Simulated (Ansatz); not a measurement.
This script makes an all-electron equation of state of Li₂S, space group Fm-3m with Ansatz's Python interface.

`eos_lapw_li2s.py`
```python
"""E(V) of Li2S on LAPW."""

import warnings

import ansatz
from ase.eos import EquationOfState
from ase.units import GPa
import numpy as np

VECTORS = np.array([
    [0.0, 2.8445, 2.8445],
    [2.8445, 0.0, 2.8445],
    [2.8445, 2.8445, 0.0],
])
SITES = [
    ("Li", (0.25, 0.25, 0.25)),
    ("Li", (0.75, 0.75, 0.75)),
    ("S", (0.0, 0.0, 0.0)),
]


def build(cell):
    crystal = ansatz.Crystal(lattice=ansatz.Lattice.of(cell))
    for symbol, position in SITES:
        crystal = crystal.atom(symbol, position)
    return crystal


def main() -> None:
    warnings.simplefilter("ignore", ansatz.DeckWarning)

    volumes, energies = [], []
    for scale in np.linspace(0.94, 1.06, 5):
        cell = VECTORS * scale ** (1 / 3)
        base = build(cell).calculation()
        base = base.occupations("Fixed").functional("PBEsol")
        base = base.kpoints(6, 6, 6)
        base = base.pseudopotentials("all_electron", lapw=True, basis_error=0.002)
        rep = base.run(threads=1).report
        volumes.append(abs(np.linalg.det(cell)) / len(SITES))
        energies.append(rep["free_energy_ev"] / len(SITES))
        print(f"{scale:.3f} {volumes[-1]:9.4f} A^3/atom {energies[-1]:16.5f} eV/atom  (estimated basis error {1000 * rep['lapw_basis_errors']['total_ev_per_atom']:.2f} meV/atom)")
    v0, e0, bulk = EquationOfState(volumes, energies, eos="birchmurnaghan").fit()
    print(f"V0 = {v0:.4f} A^3/atom, B0 = {bulk / GPa:.1f} GPa")


if __name__ == "__main__":
    main()
```

Its results, one of them left out:

| V (Å³/atom) | F less the lowest row shown (meV/atom) |
| --- | --- |
| 14.423 | 3.17 |
| 14.883 | ? |
| 15.344 | 0.00 |
| 15.804 | 3.78 |
| 16.264 | 10.48 |

What is the missing energy at 14.883 Å³ an atom?

A third-order Birch-Murnaghan fit, E = E0 + (9 V0 B0 / 16) [(t - 1)³ B' + (t - 1)² (6 - 4t)] with t = (V0/V)^(2/3), through the 4 rows shown gives V0 = 15.063 Å³, B0 = 42.2 GPa, B' = 3.85 and E0 = -0.67 meV. At V = 14.883 Å³, t = 1.00802, and the fit interpolates to -0.38 meV. The run gave -0.40 meV, a miss of 0.01 meV.

Notes:
- Of the deposited cell: the entry's cell lengths or inner coordinates differ somewhat from later room-temperature determinations.
- The structure is a deposited one; some such entries were measured under pressure or heat, so a shift against it needn't be the functional's error alone.
- It ran for 12 s on 1 thread of Intel(R) Xeon(R) Platinum 8259CL CPU @ 2.50GHz (Skylake/Cascade Lake) (shared host), peak memory 0.31 GiB.
